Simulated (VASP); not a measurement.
The system is MgO.

```
CELL_PARAMETERS angstrom
0.00000 2.09700 2.09700
2.09700 0.00000 2.09700
2.09700 2.09700 0.00000
ATOMIC_POSITIONS crystal
Mg 0.00000 0.00000 0.00000
O 0.50000 0.50000 0.50000
```

The cell is a database's computed one.

Base run:

| Property | Result |
| --- | --- |
| Program | VASP 6.6.1 |
| Functional | PBE0 |
| Potentials or basis | VASP PAW PBE potentials, release 64 (Mg, O) |
| Cutoff | 520 eV |
| k mesh | 8 × 8 × 8 |
| Occupations | gaussian, width 0.02 eV |
| Spin | no spin polarisation |

Its results: band gap on the k mesh 7.32 eV, direct; pressure 0.6 GPa.

Q: The run is repeated on the same cell with these changes: functional from PBE0 to r2SCAN-EpsX. What comes out?

A: Band gap on the k mesh 8.54 eV, direct; pressure -3.8 GPa.

Caveats: the PAW data sets were made with another functional, which shifts forces and pressure a little.
